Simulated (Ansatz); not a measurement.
# BaZrO3 and the effect of the functional

Space group Pm-3m (No. 221). a = 4.191 Å, b = 4.191 Å, c = 4.191 Å, α = 90.00°, β = 90.00°, γ = 90.00°
| atom | site | symmetry | x | y | z |
| --- | --- | --- | --- | --- | --- |
| Ba | 1a | m-3m | 0.0000 | 0.0000 | 0.0000 |
| Zr | 1b | m-3m | 0.5000 | 0.5000 | 0.5000 |
| O | 3c | 4/mm.m | 0.5000 | 0.5000 | 0.0000 |

Kept alike: task equation of state; k mesh 6 × 6 × 6; occupations fermi-dirac, width 0.05 eV; no spin polarisation. Program: Ansatz, Ansatz PAW. Cutoffs run from 420 to 500 eV. The mesh is that of the run's cell of 5 atoms. No spin-orbit coupling.

| run | volume (Å³/atom) | bulk modulus (GPa) |
| --- | --- | --- |
| A | 14.266 | 175.3 |
| B | 14.871 | 163.3 |
| C | 15.108 | 149.1 |

Volume and modulus come from cells scaled at fixed shape and fractions. All rows use potentials made for PBE.

Task: The runs differ in the functional (and the cutoff that goes with it) alone: LDA; PBE; r2SCAN. Which run is which?

Result: Run A is LDA; run B is r2SCAN; run C is PBE. The volume runs from 14.266 (LDA) to 15.108 Å³/atom (PBE). From PBE: LDA -0.842; r2SCAN -0.237. Measured: 14.73 Å³/atom at 300 K (arxiv:cond-mat/0602127); nearest r2SCAN, 0.14 Å³/atom off. The runs are for a static lattice. The bulk modulus runs from 149.1 (PBE) to 175.3 GPa (LDA). From PBE: LDA +26.2; r2SCAN +14.2.
